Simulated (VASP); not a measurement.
# Au: intraband terms of a metal's spectrum

Au, Fm-3m (no. 225), 1 atom in the cell. PBE, independent-particle dielectric function; PAW potentials Au (PBE set).

## Input

INCAR.step1:
```
EDIFF = 1E-7
ENCUT = 270
ISMEAR = 1
KPAR = 4
LASPH = True
LCHARG = True
LMAXMIX = 4
LWAVE = False
PREC = Accurate
SIGMA = 0.1
```

INCAR.step2:
```
CSHIFT = 0.1
EDIFF = 1E-6
ENCUT = 270
ICHARG = 11
ISMEAR = 0
KPAR = 4
LASPH = True
LCHARG = False
LMAXMIX = 4
LWAVE = True
NBANDS = 20
NEDOS = 3000
OMEGAMAX = 30
PREC = Accurate
SIGMA = 0.3
```

INCAR.step3, as INCAR.step2 but for:
```
- LWAVE = True
+ ALGO = None
+ ISTART = 1
+ LOPTICS = True
+ LWAVE = False
+ NELM = 1
```

INCAR.step4, as INCAR.step3 but for:
```
+ WPLASMAI = 0.03
```

INCAR.step5 to INCAR.step6 change the same tag again: WPLASMAI = 0.1, 0.3.

INCAR.step7, as INCAR.step6 but for:
```
- WPLASMAI = 0.3
+ RTIME = 20
```

INCAR.step8, as INCAR.step7 but for:
```
- RTIME = 20
+ RTIME = 1
```

INCAR.step9, as INCAR.step8 but for:
```
- RTIME = 1
+ LNABLA = True
```

INCAR.step10, as INCAR.step9 but for:
```
- ISMEAR = 0
- LNABLA = True
+ ISMEAR = -5
```

KPOINTS.step1:
```
k-points
0
Gamma
  11 11 11
```

KPOINTS.step2:
```
k-points
0
Gamma
  23 23 23
```

POSCAR:
```
Au
1.0
    0.0000000000      2.0350000000      2.0350000000
    2.0350000000      0.0000000000      2.0350000000
    2.0350000000      2.0350000000      0.0000000000
Au
1
Direct
    0.0000000000      0.0000000000      0.0000000000
```

Commands (each step's output is kept before the next begins):
```
cat potpaw_PBE.64/Au/POTCAR > POTCAR
cp INCAR.step1 INCAR
cp KPOINTS.step1 KPOINTS
mpirun -np 4 vasp_std > vasp.out
cp INCAR.step2 INCAR
cp KPOINTS.step2 KPOINTS
mpirun -np 4 vasp_std > vasp.out
cp INCAR.step3 INCAR
mpirun -np 4 vasp_std > vasp.out
cp INCAR.step4 INCAR
mpirun -np 4 vasp_std > vasp.out
cp INCAR.step5 INCAR
mpirun -np 4 vasp_std > vasp.out
cp INCAR.step6 INCAR
mpirun -np 4 vasp_std > vasp.out
cp INCAR.step7 INCAR
mpirun -np 4 vasp_std > vasp.out
cp INCAR.step8 INCAR
mpirun -np 4 vasp_std > vasp.out
cp INCAR.step9 INCAR
mpirun -np 4 vasp_std > vasp.out
cp INCAR.step10 INCAR
mpirun -np 4 vasp_std > vasp.out
```

## Result

- Bands: 20

One ground state, settings moved in the last step alone:

| Settings | Plasma frequency (eV) | Im ε at 0.5 eV | Im ε at 1 eV | Im ε at 2 eV | Im ε at 4 eV | Time (s) |
|---|---|---|---|---|---|---|
| interband part alone | 9.32 | 0.1 | 0.2 | 4.3 | 6.0 | 8 |
| Drude term, WPLASMAI 0.03 | 9.32 | 20.9 | 2.8 | 4.6 | 6.1 | 8 |
| Drude term, WPLASMAI 0.1 | 9.32 | 67.0 | 8.8 | 5.4 | 6.2 | 8 |
| Drude term, WPLASMAI 0.3 | 9.32 | 153.5 | 24.1 | 7.5 | 6.5 | 8 |
| relaxation time RTIME 20 fs | 9.32 | 22.9 | 3.1 | 4.7 | 6.1 | 8 |
| relaxation time RTIME 1 fs | 9.32 | 167.6 | 40.1 | 10.8 | 6.9 | 8 |
| transversal form (LNABLA) | 9.45 | 0.1 | 0.2 | 4.0 | 5.8 | 8 |
| tetrahedron method | – | – | – | – | – | no result |

Limits: Spin-orbit coupling is left out, which can matter with atoms this heavy.

VASP 6.6.1 took 67 s on 4 cores (AMD EPYC 7R43 (Zen 3)), a shared host.
